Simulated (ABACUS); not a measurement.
# NiO under changes of volume

One of the cells (11.908 Å³/atom); the others are scaled copies at fixed shape and fractional positions:

```xyz
2
Lattice="0.0000 2.2835 2.2835 2.2835 0.0000 2.2835 2.2835 2.2835 0.0000" Properties=species:S:1:pos:R:3 pbc="T T T"
Ni    0.0000    0.0000    0.0000
O     1.1418    1.1418    1.1418
```

Measurements of this composition are mostly on another form, of space group No. 225.

| Quantity | Value |
| --- | --- |
| Program | ABACUS 3.10.1 |
| Functional | PBE |
| Potentials or basis | PseudoDojo NC SR 0.4.1 PBE standard |
| Cutoff | 1333 eV |
| Density cutoff | 5333 eV |
| Basis | plane waves |
| k mesh | 10 × 10 × 10 |
| Occupations | fermi-dirac, width 0.05 eV |
| Spin | collinear spin, ferromagnetic start |
| Starting moments | [1.0, 0.0] μB |

```tsv
volume (Å³/atom)	energy over the lowest point (meV/atom)	pressure (GPa)	moment (μB per cell)
11.193	0.00	0.7	1.97
11.431	1.16	-2.4	1.98
11.670	6.64	-5.1	1.99
11.908	?	?	?
12.146	28.83	-9.8	2.00
12.384	44.74	-11.7	2.00
12.622	63.39	-13.4	2.00
```

**Question.** What does the run at 11.908 Å³/atom give?

**Answer.** Energy over the lowest point 16.00 meV/atom; pressure -7.6 GPa; moment 2.00 μB per cell.

Worked out: A Birch-Murnaghan fit of order 3 (a polynomial in V^(-2/3)) to the other rows has its minimum at 11.25 Å³/atom with B0 = V·E''(V) = 150 GPa and B' = 4.4. It gives 16.01 meV/atom at 11.908 Å³/atom, against the run's 16.00, and -dE/dV = -7.5 GPa, against -7.6. A straight line through the other rows of the moment, of slope 0.021 μB per Å³/atom, gives 1.99 μB, against the run's 2.00.

Energies are extrapolated to zero smearing.

Caveats: a cell with one magnetic atom can't hold antiferromagnetic order, which such compounds often take.
